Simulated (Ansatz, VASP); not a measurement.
## Mg: VASP beside Ansatz

```xyz
1
Lattice="0.0000 2.2443 2.2443 2.2443 0.0000 2.2443 2.2443 2.2443 0.0000" Properties=species:S:1:pos:R:3 pbc="T T T"
Mg    0.0000    0.0000    0.0000
```

This isn't the form of Mg at room conditions, which is hcp.

Alike in both runs: task single point; functional LDA; k mesh 12 × 12 × 12; occupations fermi-dirac, width 0.15 eV; no spin polarisation.

```csv
,VASP,Ansatz
version,VASP 6.6.1,Ansatz 0.2.0
potentials or method,"VASP PAW LDA potentials, release 64 (Mg)","plane waves, PAW"
plane-wave cutoff (eV),520,420
valence electrons in the cell,2,10
```

```tsv
	VASP	Ansatz	Ansatz less VASP
gap on the k mesh at the Fermi level (eV)	none	none	-
pressure (GPa)	-1.6	-1.3	+0.32
```

A gap of «none» marks a metal or a gap that the smearing closes. The two sets of potentials don't hold the same shells in valence.
